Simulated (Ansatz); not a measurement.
# Te: one input, then a changed one

Structure from Materials Project entry mp-19 (possibly hypothetical), not relaxed further.

First run: DFT, PBE, PAW with Ansatz's default frozen-core files, scalar-relativistic (Ansatz 0.2.0).

Command: `ansatz run input.yaml --threads 1 --pin off --max-ram 4096MiB --backend cpu --events-out ev --progress --plain --runs-dir out` The run took about 61 s on 1 thread of a shared machine.

```yaml
crystal:
  lattice:
    - [4.6013525159, 0.0, 0.0]
    - [-2.300676258, 3.9848881706, 0.0]
    - [0.0, 0.0, 5.900062001]
  atoms:
    - { symbol: Te, position: [0.25669717, 0.0, 0.3333333333] }
    - { symbol: Te, position: [0.0, 0.25669717, 0.6666666667] }
    - { symbol: Te, position: [0.74330283, 0.74330283, 0.0] }
kpoints:
  mp_grid: { grid: [9, 9, 6] }
  band_path:
    path:
      - [0.0, 0.0, 0.0]
      - [0.5, 0.0, 0.0]
      - [0.3333333333, 0.3333333333, 0.0]
      - [0.0, 0.0, 0.0]
      - [0.0, 0.0, 0.5]
      - [0.5, 0.0, 0.5]
      - [0.3333333333, 0.3333333333, 0.5]
      - [0.0, 0.0, 0.5]
      - [0.5, 0.0, 0.5]
    npoints: 8
scf:
  occupations: { method: fermi_dirac, width: 0.05 }
hamiltonian:
  xc: pbe
  pseudopotentials: { kind: paw }
output:
  forces: true
  stress: true
  eigenvalues: true
  efg: { contact_densities: true }
  populations: true
  bader: true
  dos: { projected: true, de: 0.2, e_range: [-14, 8] }
  write_density: true
  write_potential: true
  elf: true
  volumetric_format: npy
```

Result: converged; pressure 0.54 GPa; largest force 0.205 eV/Å; gap on the k mesh 0.37 eV (the mesh can miss the band edges); 6 SCF iterations.

Spin–orbit coupling is left out, though it moves levels of the heavy atoms by tenths of an eV or more.

A second run of a changed input logged this at its end:

```
Error: inconsistent input (basis.ecutwfc, kpoints): the smallest per-k basis holds n_pw = 0 plane waves (k-point 1, counted from 0 among those solved) but the deck needs at least 25 band(s) per channel, and no run solves more bands than the smallest per-k basis has plane waves; raise basis.ecutwfc until the smallest per-k basis, which caps the automatic band count, holds at least 25 plane waves
```

Task: What was wrong with the input?

Result: A cutoff in the wrong unit, by this change (others could give a like log):
```diff
@@ -24,4 +24,5 @@
 scf:
   occupations: { method: fermi_dirac, width: 0.05 }
+  max_iter: 60
 hamiltonian:
   xc: pbe
@@ -33,9 +34,5 @@
   efg: { contact_densities: true }
   populations: true
-  bader: true
-  dos: { projected: true, de: 0.2, e_range: [-14, 8] }
-  write_density: true
-  write_potential: true
-  elf: true
-  volumetric_format: npy
+basis:
+  ecutwfc: "400 K"
```
